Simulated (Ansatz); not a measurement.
Consider the substitution at a C–C bond: `CCCC(=O)O` + `[OH][InH][Cl]` → `CC[O][InH][Cl]` + `CC(=O)O`.

Program: Ansatz. Geometries: PBE0-D4/def2-TZVP. ΔE: electronic, gas phase. CBS: MP2 limit from def2 TZ/QZ plus the TZ coupled-cluster correction, frozen cores. DFT in def2-TZVPP. B3LYP here is the variant with VWN-RPA as its local correlation; programs differ in this. def2 core potentials past Kr. For In outer-core shells are correlated without core-valence functions, which leaves a few kJ/mol of doubt a bond. One conformer a species, not always the lowest.

```tsv
level	ΔE (eV)
PBE-D4	0.39
r2SCAN-D4	0.40
B3LYP-D4	0.37
ωB97X-V	0.42
B2PLYP	0.41
SCS-MP2/def2-TZVPP	0.46
MP2/def2-QZVPP	0.50
CCSD/CBS(def2)	0.46
```

Q: What does CCSD(T)/CBS give? (Best estimate.)

A: Computed: +0.45 eV. The listed levels differ from it by -0.06, -0.05, -0.08, -0.03, -0.04, 0.01, 0.05, 0.01 eV.

Largest T1 diagnostic among the species: 0.015.

In def2-TZVPP, CCSD(T) changes the Hartree–Fock value by +0.07 eV (the triples alone add −0.00 eV) and MP2 by +0.12 eV. From PBE to PBE0 (25 % exact exchange), in def2-TZVPP and without D4, ΔE moves by +0.04 eV.

CCSD(T)/CBS has its own doubt, a few kJ/mol and more with outer-core shells, so smaller differences from it don't rank the levels.
